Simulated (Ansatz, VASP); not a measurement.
Two plane-wave programs on Ta3N

```
Ta N
1.0
     2.97032    0.00000    0.00000
    -1.48516    2.57238    0.00000
     0.00000    0.00000    7.37054
Ta N
3 1
Direct
  0.66667 0.33333 0.82607
  0.33333 0.66667 0.17393
  0.00000 0.00000 0.50000
  0.00000 0.00000 0.00000
```

Change from the starting cell: volume scaled by 0.94.

Alike in both runs: task single point; functional PBE; k mesh 10 × 10 × 4; occupations fermi-dirac, width 0.05 eV; no spin polarisation.

|  | VASP | Ansatz |
| --- | --- | --- |
| version | VASP 6.6.1 | Ansatz 0.2.0 |
| potentials or method | VASP PAW PBE potentials, release 64 (Ta_pv, N) | Ansatz PAW |
| plane-wave cutoff (eV) | 520 | 420 |
| valence electrons in the cell | 38 | 44 |

```csv
,VASP,Ansatz,Ansatz less VASP
gap on the k mesh at the Fermi level (eV),none,none,-
pressure (GPa),16.9,16.5,-0.45
largest component of the traceless stress (GPa),1.09,1.07,-0.020
rms of the force components (eV/Å),0.142,0.117,-0.0244
```

Atom by atom the forces differ by 0.024 eV/Å (rms over components). A gap of «none» marks a metal or a gap that the smearing closes. The two sets of potentials don't hold the same shells in valence.

The runs have no spin-orbit coupling, so splittings on Ta are missing.
